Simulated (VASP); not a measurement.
# Al8P7 (a cell with a defect) in VASP: a series of runs, part 2 of 3

VASP 6.6.1. Earlier steps stand in the parts before.

### 4 Single point, PBE

File INCAR:

```
PREC     = Accurate       # precision mode
ENCUT    = 520            # plane-wave cutoff, eV
EDIFF    = 1E-6           # SCF threshold, eV
ISMEAR   = 0              # smearing method
SIGMA    = 0.1            # smearing width, eV
LREAL    = Auto         
LASPH    = T              # aspherical terms in the spheres
NELM     = 80             # most SCF steps
ALGO     = Fast           # electronic algorithm
ISIF     = 2              # what is computed and relaxed
LWAVE    = F              # write WAVECAR
LCHARG   = F              # write CHGCAR
GGA      = PE             # functional
NBANDS   = 42             # bands
```

File KPOINTS:

```
regular mesh
0
Gamma
  2 2 2
```

File POSCAR:

```
Al8P7
1.0
    0.0000000000      5.4279060000      5.4279060000
    5.4279060000      0.0000000000      5.4279060000
    5.4279060000      5.4279060000      0.0000000000
Al P
8 7
Direct
    0.0052258643     -0.0093646611      0.0139297733
   -0.0355484233     -0.0003022344      0.5352969451
    0.0439837204      0.4541820547      0.0480987512
   -0.0354836653      0.5009196917      0.5352248178
    0.5289194397     -0.0325901001     -0.0074233047
    0.4926327943      0.0095689756      0.4886649658
    0.5290214127      0.5115695629     -0.0074954319
    0.5506062559      0.5345575255      0.3807046401
    0.1443272046      0.0835245673      0.1589192038
    0.1137072934      0.1237373123      0.6391898644
    0.1444063328      0.6136491678      0.1588690003
    0.6327073461      0.1277444746      0.1122851059
    0.5887857122      0.1667258976      0.6092589850
    0.9274026669      0.6564965384     -0.2400527017
    0.5888386792      0.6356561812      0.6092049125
```

Started as:

```bash
> cat potpaw_PBE.64/Al/POTCAR potpaw_PBE.64/P/POTCAR > POTCAR
> mpirun -np 1 vasp_std > vasp.out
```

Wall time 4.8 min (1 thread of Intel Xeon Platinum 8259CL at 2.50GHz (Skylake/Cascade Lake), shared host); peak memory 0.47 GiB.

The run converged. Its results:

| Quantity | Value |
| --- | --- |
| Free energy | -72.4580 eV |
| Pressure | -0.5 GPa |
| Largest force | 0.121 eV/Å |
| Band gap on the k mesh | none (metal or under the smearing width) |

Forces on the atoms (eV/Å):
```
Al   0.009 -0.012 -0.008
Al   0.024 -0.014  0.015
Al   0.014 -0.025 -0.013
Al  -0.014 -0.013 -0.022
Al   0.003  0.009 -0.009
Al   0.008  0.010 -0.008
Al   0.009  0.009 -0.004
Al  -0.084  0.021  0.084
P    0.018  0.009 -0.030
P    0.007  0.010 -0.008
P    0.030  0.008 -0.018
P    0.004  0.000 -0.006
P    0.014 -0.008 -0.024
P   -0.066  0.005  0.065
P    0.023 -0.008 -0.015
```

Stress tensor (GPa, compression positive):
```
-0.82 -0.61 -0.10
-0.61  0.08  0.61
-0.10  0.61 -0.83
```

Levels at points of the mesh, in eV from the Fermi level:
| k point | band 26 | band 27 | band 28 | band 29 | band 30 | band 31 | band 32 | band 33 |
| --- | --- | --- | --- | --- | --- | --- | --- | --- |
| (0.00, 0.00, 0.00) | -1.22 | -1.11 | -1.06 | -1.00 | 0.37 | 0.94 | 1.19 | 1.42 |
| (0.50, 0.00, 0.00) | -1.72 | -1.66 | -1.27 | -1.03 | 0.12 | 1.12 | 1.48 | 1.56 |
| (0.00, 0.50, 0.00) | -1.70 | -1.39 | -1.32 | -1.06 | -0.65 | 0.97 | 1.30 | 1.68 |
| (0.00, 0.00, 0.50) | -1.91 | -1.71 | -1.57 | -1.23 | 0.54 | 0.92 | 1.34 | 1.61 |
| (0.50, 0.50, 0.50) | -1.70 | -1.39 | -1.32 | -1.06 | -0.65 | 0.97 | 1.30 | 1.68 |
| (0.50, 0.50, 0.00) | -1.87 | -1.79 | -1.55 | -0.93 | 0.00 | 0.70 | 1.12 | 2.07 |
| (0.00, 0.50, 0.50) | -1.87 | -1.79 | -1.55 | -0.93 | 0.00 | 0.70 | 1.12 | 2.07 |
| (0.50, 0.00, 0.50) | -1.93 | -1.83 | -1.50 | -1.25 | -1.06 | 1.02 | 1.30 | 1.84 |

Caveat: the k mesh is coarse (spacing up to 0.50 Å⁻¹), so the values aren't converged.

### 5 Single point, PBE

File INCAR:

```
PREC     = Accurate       # precision mode
ENCUT    = 520            # plane-wave cutoff, eV
EDIFF    = 1E-6           # SCF threshold, eV
ISMEAR   = 0              # smearing method
SIGMA    = 0.1            # smearing width, eV
LREAL    = Auto         
LASPH    = T              # aspherical terms in the spheres
NELM     = 100            # most SCF steps
ALGO     = Normal         # electronic algorithm
ISIF     = 2              # what is computed and relaxed
LWAVE    = F              # write WAVECAR
LCHARG   = T              # write CHGCAR
GGA      = PE             # functional
LELF     = T              # ELF
LVHAR    = T            
NBANDS   = 42             # bands
```

KPOINTS is that of step 4.

File POSCAR:

```
Al8P7
1.0
    0.0000000000      5.4279060000      5.4279060000
    5.4279060000      0.0000000000      5.4279060000
    5.4279060000      5.4279060000      0.0000000000
Al P
8 7
Direct
    0.0054146111     -0.0061880217      0.0075478463
   -0.0279850093      0.0041439553      0.5252248289
    0.0410139748      0.4653650966      0.0288479572
   -0.0279441096      0.4991591601      0.5251804287
    0.5198443930     -0.0283837819     -0.0032280404
    0.4974132750      0.0070366915      0.4890982821
    0.5199020580      0.5123746616     -0.0032726248
    0.4941721540      0.5377368363      0.4309341392
    0.1392994831      0.0947804734      0.1492561772
    0.1190990596      0.1242756415      0.6328946190
    0.1393530028      0.6172452139      0.1492173962
    0.6318922988      0.1280972810      0.1125231351
    0.5986349064      0.1543698435      0.6146525014
    1.0544493586      0.6337226547     -0.3213528385
    0.5986741480      0.6329240042      0.6146119701
```

Potentials or basis: VASP PAW PBE potentials, release 64 (Al, P).

Started as:

```bash
> cat potpaw_PBE.64/Al/POTCAR potpaw_PBE.64/P/POTCAR > POTCAR
> mpirun -np 1 vasp_std > vasp.out
```

OUTCAR:

```text
PREC = Accurate
   ENCUT = 520
   EDIFF = 1E-6
   ISMEAR = 0
   LREAL = Auto
   LASPH = T
   NELM = 100
   ISIF = 2
   GGA = PE

 ion  position               nearest neighbor table
   1  0.005  0.994  0.008-  12 2.34  10 2.35   9 2.37  11 2.37
   2  0.972  0.004  0.525-  14 2.34  13 2.35  10 2.35   9 2.38
   3  0.041  0.465  0.029-  14 2.30   9 2.33  11 2.33
   4  0.972  0.499  0.525-  14 2.34  15 2.35  10 2.35  11 2.38
   5  0.520  0.972  0.997-   9 2.39  12 2.42  13 2.43   8 3.34
   6  0.497  0.007  0.489-  13 2.35  15 2.35  12 2.36  10 2.37
   7  0.520  0.512  0.997-  11 2.39  12 2.42  15 2.43   8 3.34
   8  0.494  0.538  0.431-  15 2.43  13 2.43  14 2.84   5 3.34   7 3.34
   9  0.139  0.095  0.149-   3 2.33   1 2.37   2 2.38   5 2.39
  10  0.119  0.124  0.633-   1 2.35   4 2.35   2 2.35   6 2.37
  11  0.139  0.617  0.149-   3 2.33   1 2.37   4 2.38   7 2.39
  12  0.632  0.128  0.113-   1 2.34   6 2.36   7 2.42   5 2.42
  13  0.599  0.154  0.615-   6 2.35   2 2.35   5 2.43   8 2.43
  14  0.054  0.634  0.679-   3 2.30   2 2.34   4 2.34   8 2.84
  15  0.599  0.633  0.615-   6 2.35   4 2.35   7 2.43   8 2.43

  LATTYP: Found a face centered cubic cell.
 ALAT       =    10.8558120000

  Lattice vectors:

 A1 = (   0.0000000000,   5.4279060000,   5.4279060000)
 A2 = (   5.4279060000,   0.0000000000,   5.4279060000)
 A3 = (   5.4279060000,   5.4279060000,   0.0000000000)

Analysis of symmetry for initial positions (statically):
=====================================================================
 Subroutine PRICEL returns:
 Original cell was already a primitive cell.

 Routine SETGRP: Setting up the symmetry group for a
 face centered cubic supercell.

 Subroutine GETGRP returns: Found  1 space group operations
 (whereof  1 operations were pure point group operations)
 out of a pool of 48 trial point group operations.

[... 157 lines left out ...]
  volume of cell :      319.84
 maximum number of plane-waves:      8646
 NGX is ok and might be reduce to    60
   NGX = 29   NGY = 29   NGZ = 29

 number of electron      58.9999999 magnetization

 Free energy of the ion-electron system (eV)
  ---------------------------------------------------
  ext. energy  EPLUGINS =         0.00000000
  ---------------------------------------------------
  free energy    TOTEN  =       -72.86551626 eV

  energy without entropy =      -72.83135681  energy(sigma->0) =      -72.84843654

 E-fermi :   4.6819     XC(G=0):  -9.0739

 val. band max:        4.6650791606   @ k =   0.0000   0.0000   0.5000
 cond. band min:       5.1032189936   @ k =   0.5000   0.0000   0.0000
 fundamental gap:      0.4381398330
 Fermi energy:         4.6819335125

 k-point     1 :       0.0000    0.0000    0.0000
  band No.  band energies     occupation
      1      -7.1193      2.00000
      2      -5.6052      2.00000
      3      -5.5887      2.00000
      4      -5.4583      2.00000
      5      -5.1644      2.00000
      6      -4.8987      2.00000
[... 341 lines left out ...]
     40       8.7912      0.00000
     41       8.8814      0.00000
 [bands above 41 left out]

------------------------ aborting loop because EDIFF is reached ----------------------------------------

  FORCE on cell =-STRESS in cart. coord.  units (eV):
  Direction    XX          YY          ZZ          XY          YZ          ZX
  --------------------------------------------------------------------------------------
  -------------------------------------------------------------------------------------
  Total        0.0941681      1.2255491      0.0937398     -0.9685062      0.9680513      0.6332049
  in kB        0.4717235      6.1392361      0.4695778     -4.8516116      4.8493331      3.1719616
  external PRESSURE =       2.3601791 kB  Pullay stress =       0.0000000 kB

 VOLUME and BASIS-vectors are now :
 -----------------------------------------------------------------------------
  energy-cutoff  :      520.00
  volume of cell :      319.84
      direct lattice vectors                 reciprocal lattice vectors
     0.000000000  5.427906000  5.427906000    -0.092116555  0.092116555  0.092116555
     5.427906000  0.000000000  5.427906000     0.092116555 -0.092116555  0.092116555
     5.427906000  5.427906000  0.000000000     0.092116555  0.092116555 -0.092116555

 POSITION                                       TOTAL-FORCE (eV/Angst)
 -----------------------------------------------------------------------------------
      5.43529      0.07036      5.42371         0.013402     -0.045844     -0.013412
      2.87336      8.12688      5.29850         0.000642     -0.017242      0.049290
      2.68254      0.37920      2.74858        -0.021509     -0.161221      0.023475
      5.56002      8.12686      7.98562        -0.048792     -0.017027     -0.000834
     10.68423      8.23205      8.09551         0.105557     -0.032051     -0.063878
      2.69297      5.35469      2.73811         0.022599      0.034081     -0.021411
      8.19126      8.23212      5.60310         0.064750     -0.032731     -0.106300
      5.25785      5.02139      5.60110         0.385247     -0.040820     -0.385990
      1.32461      1.56625      1.27056         0.050437     -0.092794      0.000560
      4.10985      4.08175      1.32102         0.001786     -0.005007     -0.001917
      4.16029      1.56633      4.10674         0.000757     -0.092757     -0.051243
      1.30607      4.04062      4.12515         0.039402     -0.005228     -0.040297
      4.17418      6.58561      4.08724        -0.015891      0.097213     -0.054080
      7.12342      3.97918      3.73533        -0.651865      0.313589      0.650544
      6.77151      6.58560      6.68500         0.053480      0.097841      0.015493
 -----------------------------------------------------------------------------------
    total drift:                               -0.000167      0.001185      0.006756

  FREE ENERGIE OF THE ION-ELECTRON SYSTEM (eV)
  ---------------------------------------------------
  free  energy   TOTEN  =       -72.8655162621 eV

  energy  without entropy=      -72.8313568135  energy(sigma->0) =      -72.84843654
```

Wall time 4.1 min (1 thread of Intel Xeon Platinum 8259CL at 2.50GHz (Skylake/Cascade Lake), shared host); peak memory 0.47 GiB.

What came out:

- Free energy: -72.8655 eV
- Pressure: 0.2 GPa
- Largest force: 0.973 eV/Å
- Band gap on the k mesh: none (metal or under the smearing width)

Forces in eV/Å, atoms in the order of the input:
```
Al   0.013 -0.046 -0.013
Al   0.001 -0.017  0.049
Al  -0.022 -0.161  0.023
Al  -0.049 -0.017 -0.001
Al   0.106 -0.032 -0.064
Al   0.023  0.034 -0.021
Al   0.065 -0.033 -0.106
Al   0.385 -0.041 -0.386
P    0.050 -0.093  0.001
P    0.002 -0.005 -0.002
P    0.001 -0.093 -0.051
P    0.039 -0.005 -0.040
P   -0.016  0.097 -0.054
P   -0.652  0.314  0.651
P    0.053  0.098  0.015
```

Levels at points of the mesh, in eV from the Fermi level:
| k point | band 28 | band 29 | band 30 | band 31 | band 32 | band 33 |
| --- | --- | --- | --- | --- | --- | --- |
| (0.00, 0.00, 0.00) | -0.56 | -0.42 | 1.08 | 1.33 | 1.43 | 1.98 |
| (0.50, 0.00, 0.00) | -0.94 | -0.90 | 0.42 | 1.98 | 2.14 | 2.18 |
| (0.00, 0.50, 0.00) | -0.81 | -0.74 | -0.02 | 1.88 | 2.02 | 2.28 |
| (0.00, 0.00, 0.50) | -0.73 | -0.57 | -0.02 | 1.97 | 1.98 | 2.33 |
| (0.50, 0.50, 0.50) | -0.81 | -0.74 | -0.02 | 1.88 | 2.02 | 2.28 |
| (0.50, 0.50, 0.00) | -0.98 | -0.66 | -0.02 | 1.64 | 1.76 | 2.61 |
| (0.00, 0.50, 0.50) | -0.98 | -0.66 | -0.02 | 1.64 | 1.76 | 2.61 |
| (0.50, 0.00, 0.50) | -1.02 | -0.83 | -0.25 | 1.76 | 1.95 | 2.49 |

Caveat: the k mesh is coarse (spacing up to 0.50 Å⁻¹), so the values aren't converged.

(Part 2 of 3 ends here.)
